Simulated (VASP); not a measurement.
# FeO, DFT+U ground state: which settings are enough?

FeO, P-1 (no. 2), 4 atoms in the cell. PBE, DFT+U; PAW potentials Fe, O (PBE set). VASP 6.6.1.

Wanted: energy within 2 meV/atom; gap within 0.02 eV; site moments within 0.02 μB; forces within 0.01 eV/Å.

Hubbard U (eV): Fe shell d, U 5; LDAUTYPE: 2; Starting moments (muB): 4, -4, 0, 0.

POSCAR:
```
FeO
1.0
    3.0488587354      0.0000000000      0.0000000000
    1.5215942087      2.6823606015      0.0000000000
    0.1382020491      0.2344548864      5.2676308955
Fe O
2 2
Direct
    0.5000000000      0.5000000000      0.5000000000
    0.5000000000      0.5000000000      0.0000000000
    0.8362370000      0.8290670000      0.7442990000
    0.1637630000      0.1709330000      0.2557010000
```

The series start from LMAXMIX: 4; Density mixing: linear for magnets; Electronic algorithm: Normal; Aspherical terms in the spheres: true; k-point spacing (1/Å): 0.3; Cutoff (eV): 400; Precision mode: Accurate. Each series keeps the choices made before it, and each single choice may use up half of a tolerance.

## LMAXMIX

| LMAXMIX | Energy less reference (meV/atom) | Gap (eV) | Site moments, largest deviation (μB) | Forces, largest deviation (eV/Å) | SCF iterations | Time (s) |
|---|---|---|---|---|---|---|
| 4 | 0.0 | 1.759 | 0.000 | 0.000 | 137 | 1097 |
| 2 | 9.8 | 1.766 | 0.006 | 0.061 | 84 | 385 |

## Density mixing

| Density mixing | Energy less reference (meV/atom) | Gap (eV) | Site moments, largest deviation (μB) | Forces, largest deviation (eV/Å) | SCF iterations | Time (s) |
|---|---|---|---|---|---|---|
| linear for magnets | 0.0 | 1.759 | 0.000 | 0.000 | 137 | 1097 |
| default | -0.1 | 1.753 | 0.000 | 0.004 | 70 | 275 |
| AMIX 0.2, AMIX_MAG 0.8 | -0.1 | 1.757 | 0.000 | 0.007 | 84 | 294 |

## Electronic algorithm

| Electronic algorithm | Energy less reference (meV/atom) | Gap (eV) | Site moments, largest deviation (μB) | Forces, largest deviation (eV/Å) | SCF iterations | Time (s) |
|---|---|---|---|---|---|---|
| Normal | 0.0 | 1.753 | 0.000 | 0.000 | 70 | 275 |
| Fast | no result | no result | no result | no result | 200 | 617 |
| All | 0.0 | 1.750 | 0.000 | 0.004 | 79 | 199 |
| Damped | no result | no result | no result | no result | 200 | 321 |

## k-point spacing (1/Å)

| k-point spacing (1/Å) | Energy less reference (meV/atom) | Gap (eV) | Site moments, largest deviation (μB) | Forces, largest deviation (eV/Å) | SCF iterations | Time (s) |
|---|---|---|---|---|---|---|
| 0.6 | 4.5 | 1.751 | 0.000 | 0.004 | 82 | 53 |
| 0.45 | 0.4 | 1.750 | 0.000 | 0.004 | 88 | 146 |
| 0.35 | 0.0 | 1.767 | 0.000 | 0.002 | 70 | 246 |
| 0.3 | -0.1 | 1.753 | 0.000 | 0.002 | 70 | 275 |
| 0.25 | 0.1 | 1.764 | 0.001 | 0.007 | 49 | 344 |
| 0.2 (reference) | 0.0 | 1.748 | 0.000 | 0.000 | 74 | 799 |

## Cutoff (eV)

| Cutoff (eV) | Energy less reference (meV/atom) | Gap (eV) | Site moments, largest deviation (μB) | Forces, largest deviation (eV/Å) | SCF iterations | Time (s) |
|---|---|---|---|---|---|---|
| 300 | no result | no result | no result | no result | 200 | 1494 |
| 350 | -10.0 | 1.716 | 0.003 | 0.022 | 134 | 1592 |
| 400 (reference) | 0.0 | 1.748 | 0.000 | 0.000 | 74 | 799 |
| 450 | ran out of time | ran out of time | ran out of time | ran out of time | 178 | 3014 |

## Question

The rows run from the loosest to the tightest (no order: LMAXMIX, density mixing, electronic algorithm). For each series: choose the loosest value from which every tighter one stays within half of the tolerance; where there is no order, keep the first row unless others stay within half of the tolerance and take at least 30 % less time, and then take the fastest.

## Answer

- LMAXMIX: 4
- Density mixing: default
- Electronic algorithm: Normal
- k-point spacing (1/Å): 0.2, the tightest run, since the next looser one is off by more than half of the tolerance (convergence isn't shown beyond it)
- Cutoff (eV): 400, the tightest run that gave a result, since the next looser one is off by more than half of the tolerance (convergence isn't shown beyond it)

The choices weren't compared together with a run at all the tightest settings, so their joint error isn't shown.

## The input

INCAR:
```
  PREC = Accurate
  ENCUT = 400
  EDIFF = 1E-6
  NELM = 200
  ALGO = Normal
  ISMEAR = 0
  SIGMA = 0.05
  LREAL = False
  LASPH = True
  LMAXMIX = 4
  LORBIT = 11
  LWAVE = False
  LCHARG = False
  GGA = PE
  ISPIN = 2
  MAGMOM = 4 -4 0 0
  ISIF = 2
  LDAU = True
  LDAUTYPE = 2
  LDAUL = 2 -1
  LDAUU = 5 0
  LDAUJ = 0 0
  LDAUPRINT = 1
```

KPOINTS:
```
Automatic mesh
0
Gamma
  12 12 6
  0 0 0
```

Commands:
```
cat potpaw_PBE.64/Fe/POTCAR potpaw_PBE.64/O/POTCAR > POTCAR
mpirun -np 4 vasp_std > vasp.out
```

Limits: Magnetic orders weren't compared, so this needn't be the magnetic ground state.

The chosen input took VASP 6.6.1 799 s on 4 cores (AMD EPYC 7R43 (Zen 3)), a shared host.

## An input that fails: wrong count of Hubbard values

VASP's message: Error reading item LDAUU from file INCAR. Error code was IERR= 5.

Changes against the starting input:
```
- NELM = 200
- LDAUL = 2 -1
- LDAUU = 5 0
+ NELM = 60
+ LDAUL = 2 2 2 2 2
+ LDAUU = 4
```
